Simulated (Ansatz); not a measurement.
# C18F: the cost of one run

Program: Ansatz 0.2.0. Level of theory: DFT PBE+D3(BJ), scalar-relativistic, plane waves, PAW. These are calculated values, not measurements.

3 further runs of the same task are left out: 3 set aside as unsound or not needed.

### 1 The structure to begin with

Symmetry: R-3m, No. 166, trigonal system. Conventional cell: a = 2.465 Å, b = 2.465 Å, c = 10.122 Å, α = 90.00°, β = 90.00°, γ = 120.00°. Around C (site symmetry 3m) lie 3 C at 1.42 Å.

As a file:

```cif
data_structure
_symmetry_space_group_name_H-M 'P 1'
_symmetry_Int_Tables_number 1
_cell_length_a 2.4649
_cell_length_b 2.4649
_cell_length_c 3.6601
_cell_angle_alpha 109.614
_cell_angle_beta 109.614
_cell_angle_gamma 60.000
_cell_volume 17.75
loop_
_atom_site_label
_atom_site_type_symbol
_atom_site_fract_x
_atom_site_fract_y
_atom_site_fract_z
_atom_site_occupancy
C1 C 0.83337 0.83337 0.00011 1
C2 C 0.16663 0.16663 0.99989 1
```

It goes back to an entry of the Materials Project, which need not be the stable form.

This cell was relaxed beforehand with the same method: volume 8.88 Å³/atom, gap on the mesh 0.69 eV.

The perfect supercell (rows -2 1 -1; 1 -2 -1; -1 -1 1 in vectors of this cell) was computed beforehand with the same settings: E(σ→0) = -4516.8992 eV for 18 atoms, gap 0.59 eV on its own mesh.

### 2 The defect cell

The extra atom is put at (0.729, 0.674, 0.965) of the supercell, the middle of a void of radius 1.90 Å. The other atoms start on their ideal sites. Its neighbours are 1 C at 1.90 Å, 1 C at 1.91 Å, 1 C at 1.97 Å, 1 C at 2.00 Å, 1 C at 2.12 Å, 1 C at 2.15 Å, 1 C at 2.21 Å.

### 3 Relaxation at the host's cell

File input.yaml:

```yaml
crystal:
  lattice:
    - [-0.7330683196, 3.6973851341, -3.3702827575]
    - [-0.7330683196, -3.6973851341, -3.3702827575]
    - [-5.6709571555, 0.0, 3.4026574436]
  atoms:
    - { symbol: C, position: [0.3888381359, 0.7221714692, 0.1111236645], spin: 0.125 }
    - { symbol: C, position: [0.3888381359, 0.3888381359, 0.7777903311], spin: 0.125 }
    - { symbol: C, position: [0.0555048025, 0.0555048025, 0.1111236645] }
    - { symbol: C, position: [0.3888381359, 0.0555048025, 0.4444569978] }
    - { symbol: C, position: [0.0555048025, 0.7221714692, 0.7777903311] }
    - { symbol: C, position: [0.7221714692, 0.3888381359, 0.1111236645], spin: 0.125 }
    - { symbol: C, position: [0.0555048025, 0.3888381359, 0.4444569978] }
    - { symbol: C, position: [0.7221714692, 0.0555048025, 0.7777903311] }
    - { symbol: C, position: [0.7221714692, 0.7221714692, 0.4444569978] }
    - { symbol: C, position: [0.2778285308, 0.6111618641, 0.8888763355], spin: 0.125 }
    - { symbol: C, position: [0.2778285308, 0.2778285308, 0.5555430022] }
    - { symbol: C, position: [0.9444951975, 0.9444951975, 0.8888763355], spin: 0.125 }
    - { symbol: C, position: [0.2778285308, 0.9444951975, 0.2222096689] }
    - { symbol: C, position: [0.9444951975, 0.6111618641, 0.5555430022] }
    - { symbol: C, position: [0.6111618641, 0.2778285308, 0.8888763355], spin: 0.125 }
    - { symbol: C, position: [0.9444951975, 0.2778285308, 0.2222096689] }
    - { symbol: C, position: [0.6111618641, 0.9444951975, 0.5555430022] }
    - { symbol: C, position: [0.6111618641, 0.6111618641, 0.2222096689], spin: 0.125 }
    - { symbol: F, position: [0.7291666667, 0.6736111111, 0.9652777778], spin: 0.125 }
  host:
    lattice:
      - [2.1346751584, -1.2324617114, -0.010791562]
      - [2.1346751584, 1.2324617114, -0.010791562]
      - [-1.4016068388, 0.0, 3.3810743196]
    atoms:
      - { symbol: C, position: [0.833371533, 0.833371533, 0.0001140594] }
      - { symbol: C, position: [0.166628467, 0.166628467, 0.9998859406] }
basis:
  ecutwfc: 420
  xc_grid: 2
kpoints:
  mp_grid: { grid: [1, 1, 1], shift: [0.0, 0.0, 0.0] }
hamiltonian:
  xc: pbe
  dispersion: d3bj
scf:
  occupations: { method: gaussian, width: 0.01 }
output:
  forces: true
  stress: false
  eigenvalues: true
  populations: true
  charged_corrections: { defect_position: [0.72916667, 0.67361111, 0.96527778] }
magnetization:
  spin_polarized: true
relax:
  adjacent_minimum: "off"
  f_tol: 0.025
  max_steps: 45
```

Started as:

```console
ansatz run input.yaml --threads 4 --pin off --max-ram 8192MiB --backend cpu --events-out ev --progress --plain --runs-dir out
```

Q: Estimate wall time and peak memory on 4 threads of Intel Xeon 6975P-C (Granite Rapids), shared host.

About 6.2 s, with a peak of 0.42 GiB.
